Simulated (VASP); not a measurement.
# ZnS (Wurtzite-2H) (P6_3mc) in VASP: further runs, part 2 of 2

VASP 6.6.1. The steps go on from the part before.

### 3 Elastic constants, PBEsol

Contents of POSCAR:

```
ZnS
1.0
    3.8110000000      0.0000000000      0.0000000000
   -1.9055000000      3.3004228138      0.0000000000
    0.0000000000      0.0000000000      6.2340000000
Zn S
2 2
Direct
    0.6666666667      0.3333333333      0.5000000000
    0.3333333333      0.6666666667      0.0000000000
    0.6666666667      0.3333333333      0.8850000000
    0.3333333333      0.6666666667      0.3850000000
```

Contents of INCAR.step1:

```
SYSTEM = ZnS
  ALGO = Fast
  EDIFF = 1E-8
  EDIFFG = -0.002
  ENCUT = 600
  GGA = PS
  IBRION = 2
  ISIF = 3
  ISMEAR = -1
  LASPH = .True.
  LCHARG = .False.
  LREAL = .False.
  LWAVE = .False.
  NELM = 100
  NSW = 40
  PREC = Accurate
  SIGMA = 0.05
```

Contents of INCAR.step2:

```
SYSTEM = ZnS
  ALGO = Fast
  EDIFF = 1E-8
  ENCUT = 600
  GGA = PS
  IBRION = 6
  ISIF = 3
  ISMEAR = -1
  LASPH = .True.
  LCHARG = .False.
  LREAL = .False.
  LWAVE = .False.
  NELM = 100
  NFREE = 2
  NSW = 1
  POTIM = 0.015
  PREC = Accurate
  SIGMA = 0.05
```

Contents of KPOINTS:

```
k-points
0
Gamma
  6 6 4
  0 0 0
```

Potentials or basis: VASP PAW PBE potentials, release 64 (Zn, S).

Started as:

```console
> cat potpaw_PBE.64/Zn/POTCAR potpaw_PBE.64/S/POTCAR > POTCAR
> cp INCAR.step1 INCAR
> mpirun -np 1 vasp_std > vasp.out
> cp CONTCAR POSCAR
> cp INCAR.step2 INCAR
> mpirun -np 1 vasp_std > vasp.out
```

OUTCAR:

```text
SYSTEM = ZnS
   EDIFF = 1E-8
   ENCUT = 600
   GGA = PS
   IBRION = 6
   ISIF = 3
   ISMEAR = -1
   LASPH = .True.
   LREAL = .False.
   NELM = 100
   NFREE = 2
   NSW = 1
   POTIM = 0.015
   PREC = Accurate

 ion  position               nearest neighbor table
   1  0.667  0.333  0.505-   4 2.32   4 2.32   4 2.32   3 2.32
   2  0.333  0.667  0.005-   3 2.32   3 2.32   3 2.32   4 2.32
   3  0.667  0.333  0.880-   2 2.32   2 2.32   2 2.32   1 2.32
   4  0.333  0.667  0.380-   1 2.32   1 2.32   1 2.32   2 2.32

  LATTYP: Found a hexagonal cell.
 ALAT       =     3.7862915832
 C/A-ratio  =     1.6404258575

  Lattice vectors:

 A1 = (   3.7862915832,   0.0000000000,   0.0000000000)
 A2 = (  -1.8931457916,   3.2790246971,   0.0000000000)
 A3 = (   0.0000000000,   0.0000000000,   6.2111306170)

Analysis of symmetry for initial positions (statically):
=====================================================================
 Subroutine PRICEL returns:
 Original cell was already a primitive cell.

 Routine SETGRP: Setting up the symmetry group for a
 hexagonal supercell.

 Subroutine GETGRP returns: Found 12 space group operations
 (whereof  6 operations were pure point group operations)
 out of a pool of 24 trial point group operations.

The static configuration has the point symmetry C_3v.
 The point group associated with its full space group is C_6v.
[... 912 lines left out ...]
      5      -4.2063      2.00000
      6      -4.1166      2.00000
[... 620 lines left out ...]
  FREE ENERGIE OF THE ION-ELECTRON SYSTEM (eV)
  ---------------------------------------------------
  free  energy   TOTEN  =       -15.1629956667 eV

  energy  without entropy=      -15.1629956666  energy(sigma->0) =      -15.16299567

 INTERNAL STRAIN TENSORS FROM STRAINED CELLS
 ============================================

 INTERNAL STRAIN TENSOR FOR ION    1 for displacements in x,y,z  (eV/Angst):
          X           Y           Z          XY          YZ          ZX
  --------------------------------------------------------------------------------
  x    -0.00000     0.00000     0.00000     4.95369     0.00000    -3.79613
  y     4.97088    -4.98457     0.00000    -0.00004    -3.79216    -0.00001
  z    -3.71805    -3.72405     6.80710    -0.00013     0.00062    -0.00001

 INTERNAL STRAIN TENSORS FROM DISPLACED ATOMS
 ============================================

 INTERNAL STRAIN TENSOR FOR ION    1 for displacements in x,y,z  (eV/Angst):
          X           Y           Z          XY          YZ          ZX
  --------------------------------------------------------------------------------
  x     0.00000    -0.00000     0.00000     4.95348     0.00000    -3.80644
  y     4.95348    -4.95348     0.00000     0.00000    -3.80644    -0.00000
  z    -3.67727    -3.67727     6.78929     0.00000     0.00000     0.00000

 INTERNAL STRAIN TENSOR FOR ION    4 for displacements in x,y,z  (eV/Angst):
          X           Y           Z          XY          YZ          ZX
  --------------------------------------------------------------------------------
  x     0.00000     0.00000     0.00000    -6.49891     0.00000     3.79898
  y    -6.49891     6.49891    -0.00000     0.00000     3.79898     0.00000
  z     3.73708     3.73708    -6.72146     0.00000     0.00000     0.00000

 Eigenvectors and eigenvalues of the dynamical matrix
 ----------------------------------------------------

   1 f  =   10.096328 THz    63.437099 2PiTHz  336.777248 cm-1    41.755038 meV
             X         Y         Z           dx          dy          dz
      1.893146  1.093008  3.139044    -0.000000    0.000000    0.131050
     -0.000000  2.186016  0.033478     0.000000   -0.000000   -0.131050
      1.893146  1.093008  5.463372    -0.000000    0.000000   -0.694857
     -0.000000  2.186016  2.357807     0.000000   -0.000000    0.694857
[... 71 lines left out ...]
  12 f/i=    0.020075 THz     0.126133 2PiTHz    0.669621 cm-1     0.083022 meV
             X         Y         Z           dx          dy          dz
      1.893146  1.093008  3.139044    -0.000000   -0.000000    0.580193
     -0.000000  2.186016  0.033478    -0.000000   -0.000000    0.580193
      1.893146  1.093008  5.463372    -0.000000   -0.000000    0.404199
     -0.000000  2.186016  2.357807    -0.000000   -0.000000    0.404199

--------------------------------------------------------------------------------------------------------

 ELASTIC MODULI CONTR FROM IONIC RELAXATION (kBar)
 Direction    XX          YY          ZZ          XY          YZ          ZX
 --------------------------------------------------------------------------------
 XX        -333.4717    143.6867    172.9114     -0.0000     -0.0000     -0.0000
 YY         143.6867   -333.4717    172.9114      0.0000      0.0000      0.0000
 ZZ         172.9114    172.9114   -315.0762      0.0000     -0.0000     -0.0000
 XY          -0.0000      0.0000      0.0000   -238.5792     -0.0000     -0.0000
 YZ          -0.0000      0.0000     -0.0000     -0.0000    -96.2515     -0.0000
 ZX          -0.0000      0.0000     -0.0000     -0.0000     -0.0000    -96.2514
 --------------------------------------------------------------------------------

 TOTAL ELASTIC MODULI (kBar)
 Direction    XX          YY          ZZ          XY          YZ          ZX
 --------------------------------------------------------------------------------
 XX        1252.7557    583.7199    462.3167     -0.0000     -0.0000     -0.0000
 YY         583.7199   1252.7557    462.3167      0.0000      0.0000      0.0000
 ZZ         462.3167    462.3167   1511.9079      0.0000     -0.0000     -0.0000
 XY          -0.0000      0.0000      0.0000    334.5179     -0.0000     -0.0000
 YZ          -0.0000      0.0000     -0.0000     -0.0000    284.2498     -0.0000
 ZX          -0.0000      0.0000     -0.0000     -0.0000     -0.0000    284.2499
 --------------------------------------------------------------------------------
```

OUTCAR.step1:

```text
SYSTEM = ZnS
   EDIFF = 1E-8
   EDIFFG = -0.002
   ENCUT = 600
   GGA = PS
   IBRION = 2
   ISIF = 3
   ISMEAR = -1
   LASPH = .True.
   LREAL = .False.
   NELM = 100
   NSW = 40
   PREC = Accurate

 ion  position               nearest neighbor table
[... 401 lines left out ...]
 Fermi energy:         3.3086774551

 k-point     1 :       0.0000    0.0000    0.0000
  band No.  band energies     occupation
      1     -11.0943      2.00000
      2     -10.1015      2.00000
      3      -4.2254      2.00000
      4      -4.2088      2.00000
      5      -4.2088      2.00000
      6      -4.1235      2.00000
[... 545 lines left out ...]
  FREE ENERGIE OF THE ION-ELECTRON SYSTEM (eV)
  ---------------------------------------------------
  free  energy   TOTEN  =       -15.1643849810 eV

  energy  without entropy=      -15.1643849809  energy(sigma->0) =      -15.16438498

 reached required accuracy - stopping structural energy minimisation
```

OSZICAR.step1:

```text
N       E                     dE             d eps       ncg     rms          rms(c)
DAV:   1     0.249060280501E+03    0.24906E+03   -0.18989E+04   924   0.218E+03
DAV:   2     0.800451093437E+01   -0.24106E+03   -0.23514E+03   972   0.408E+02
DAV:   3    -0.153629287084E+02   -0.23367E+02   -0.23236E+02  1104   0.125E+02
DAV:   4    -0.159444250570E+02   -0.58150E+00   -0.58067E+00  1086   0.202E+01
[... 144 lines left out ...]
RMM:   5    -0.151643849313E+02    0.46017E-06   -0.17159E-06   924   0.159E-02    0.204E-03
RMM:   6    -0.151643849255E+02    0.58399E-08   -0.45103E-07   945   0.628E-03    0.653E-04
RMM:   7    -0.151643850001E+02   -0.74654E-07   -0.13828E-07   895   0.279E-03    0.513E-04
RMM:   8    -0.151643849823E+02    0.17856E-07   -0.36691E-08   681   0.190E-03    0.150E-04
RMM:   9    -0.151643849810E+02    0.12888E-08   -0.10519E-08   532   0.876E-04
  11 F= -.15164385E+02 E0= -.15164385E+02  d E =-.134688E-05
```

It took 18 min on 1 thread of Intel Xeon 6975P-C (Granite Rapids), shared host; peak memory 0.38 GiB.

What came out:

| Item | Value |
| --- | --- |
| Relaxed volume | 19.28 Å³/atom |
| Relaxed cell | a = 3.786 Å, b = 3.786 Å, c = 6.211 Å, α = 90.00°, β = 90.00°, γ = 120.00° |
| Space group after relaxing (to 0.05 Å) | P6_3mc (No. 186) |
| Voigt bulk modulus | 78 GPa |
| Highest phonon frequency at Γ, LO-TO splitting left out | 337 cm⁻¹ |

Step by step:
```
step  energy change (eV)  largest force (eV/Å)  pressure (GPa)  volume (Å³)
   1              0.0000                0.3099           -1.10        78.41
   2             -0.0200                0.1181            0.26        76.88
   3             -0.0201                0.1009            0.38        76.77
   4             -0.0233                0.0426            0.03        77.10
   5             -0.0242                0.0109           -0.27        77.39
   6             -0.0259                0.0077           -0.06        77.15
   7             -0.0259                0.0089           -0.03        77.14
   8             -0.0259                0.0006            0.02        77.08
   9             -0.0259                0.0021            0.02        77.09
  10             -0.0259                0.0025            0.02        77.09
  11             -0.0259                0.0006            0.00        77.11
```

Final structure:
```xyz
4
Lattice="3.7863 0.0000 0.0000 -1.8931 3.2790 0.0000 0.0000 0.0000 6.2111" Properties=species:S:1:pos:R:3 pbc="T T T"
Zn    1.8931    1.0930    3.1390
Zn    0.0000    2.1860    0.0335
S     1.8931    1.0930    5.4634
S     0.0000    2.1860    2.3578
```

Phonon frequencies in cm⁻¹ (negative: imaginary):
```csv
q point,frequencies
"(0.000, 0.000, 0.000)",-1 0 0 69 69 193 276 281 281 287 287 337
```

Elastic tensor in Voigt notation (GPa, in the Cartesian axes of the cell as first typed):
```
125  58  46   0   0   0
 58 125  46   0   0   0
 46  46 151   0   0   0
  0   0   0  28   0   0
  0   0   0   0  28   0
  0   0   0   0   0  33
```

Clamped-ion elastic tensor (GPa):
```
159  44  29   0   0   0
 44 159  29   0   0   0
 29  29 183   0   0   0
  0   0   0  38   0   0
  0   0   0   0  38   0
  0   0   0   0   0  57
```

Caveat: the PAW data sets were made with another functional, which shifts forces and pressure a little.

### 4 The reference run

An earlier run on the cell as given: functional PBEsol; potentials or basis VASP PAW PBE potentials, release 64 (Zn, S); cutoff 520 eV; k mesh 8 × 8 × 5; occupations fermi-dirac, width 0.05 eV; no spin polarisation.

- Pressure: -1.1 GPa
- Largest force: 0.309 eV/Å
- Band gap on the k mesh: 2.12 eV, direct
